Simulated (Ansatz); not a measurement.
## Structure search for SiW2

Level of theory: Ansatz 0.2.0, DFT PBE, scalar-relativistic, plane waves, PAW. Settings: cutoff 420 eV, Γ-centred meshes spaced at most about 0.3 Å⁻¹, and about 0.25 Å⁻¹ or finer for metals (2π included), Gaussian smearing. No spin polarisation.

The zero of energy is the elements' standard structures at the same level; no fitted shifts are applied.

These are static total energies at zero pressure. Larger cells and other orderings weren't all tried, so the list isn't exhaustive. Spin–orbit coupling, which can matter for W, is left out.

Invented guesses were relaxed alike, and ends that match in structure were merged. ΔE counts from the first row. Coordination counts Si atoms around W (those within 1.25 times the shortest such distance or 1.15 times the sum of covalent radii; a plus sign parts nearer from farther groups; a slash parts the counts of unlike sites). The ends were matched against large subsets of the Crystallography Open Database and the Materials Project, so a missing match doesn't prove that a structure is unreported.

| # | reached from | type and space group | atoms | Å³/atom | coordination | ΔE (meV/atom) | gap on mesh (eV) | in databases |
| --- | --- | --- | --- | --- | --- | --- | --- | --- |
| 1 | a relaxed cell, shaken at random and relaxed again | Pmmn (No. 59) | 6 | 15.1 | W 2+2/5 | 0 | 0.00 | no match |
| 2 | a relaxed cell, shaken at random and relaxed again | MoSi2 (C11b), I4/mmm (No. 139) | 3 | 14.9 | W 5 | 100 | 0.00 | no match |
| 3 | GdSe2 type (P4/nmm) | Cu2Sb, P4/nmm (No. 129) | 6 | 15.4 | W 4/5 | 139 | 0.00 | no match |
| 4 | a relaxed cell, shaken at random and relaxed again | P2_1/m (No. 11) | 6 | 15.4 | W 2+1/5 | 153 | 0.00 | no match |
| 5 | random cell | P4/mmm (No. 123) | 3 | 16.4 | W 4 | 729 | 0.00 | no match |
| 6 | LaCu2 type (P6/mmm) | P6/mmm (No. 191) | 3 | 15.8 | W 6 | 817 | 0.00 | no match |
| 7 | cubic Laves (C15) type (Fd-3m) | cubic Laves (C15), Fd-3m (No. 227) | 6 | 16.9 | W 6 | 840 | 0.00 | no match |
| 8 | random cell | P6/mmm (No. 191) | 3 | 17.1 | W 1 | 1063 | 0.00 | no match |
| 9 | cuprite type (Pn-3m) | anti-cuprite, Pn-3m (No. 224) | 6 | 22.3 | W 2 | 2980 | 0.00 | no match |

The lowest: Space group Pmmn (No. 59), orthorhombic, a = 3.170 Å, b = 4.233 Å, c = 6.754 Å. Around Si lie 7 W at 2.46–2.67 Å, 2 W at 2.85 Å and 2 Si at 3.17 Å; W on its first site has 2 Si at 2.56 Å, 6 W at 2.65–2.79 Å, 2 Si at 2.85 Å and 4 W at 3.17–3.19 Å; W on its second site is surrounded by 1 Si at 2.46 Å, 4 Si at 2.67 Å, 2 W at 2.79 Å and 8 W at 3.17–3.36 Å. Its energy over the elements is −0.04 eV/atom. Whether it is stable depends on the other phases of the system, which aren't compared here. An observed structure of this formula, if there is one, may be missing.

```cif
data_structure
_symmetry_space_group_name_H-M 'P 1'
_symmetry_Int_Tables_number 1
_cell_length_a 3.1700
_cell_length_b 4.2328
_cell_length_c 6.7541
_cell_angle_alpha 90.000
_cell_angle_beta 90.000
_cell_angle_gamma 90.000
_cell_volume 90.63
loop_
_atom_site_label
_atom_site_type_symbol
_atom_site_fract_x
_atom_site_fract_y
_atom_site_fract_z
_atom_site_occupancy
Si1 Si 0.50000 0.50000 0.21036 1
Si2 Si 0.00000 0.00000 0.78964 1
W1 W 0.00000 0.50000 0.50749 1
W2 W 0.50000 0.00000 0.49251 1
W3 W 0.50000 0.50000 0.84669 1
W4 W 0.00000 0.00000 0.15331 1
```

The second: Space group I4/mmm (No. 139), tetragonal, a = 3.212 Å, c = 8.656 Å. Si is surrounded by 8 W at 2.68 Å, 2 W at 2.91 Å and 4 Si at 3.21 Å; around W lie 4 Si at 2.68 Å, 5 W at 2.72–2.83 Å, 1 Si at 2.91 Å and 4 W at 3.21 Å. Counting Si atoms around W, the first has W 2+2/5 and the second has W 5. Shaken at random and relaxed again, row 3 falls into row 1, 139 meV/atom lower, so it is a saddle point or a shallow minimum. Shaken at random and relaxed again, row 5 falls into row 2, 0.63 eV/atom lower, so it is a saddle point or a shallow minimum. Shaken at random and relaxed again, row 6 falls into row 4, 0.66 eV/atom lower, so it is a saddle point or a shallow minimum. Cells without such a test can be saddle points. Some candidate types were left out of the draw beforehand, so a known form may be missing.
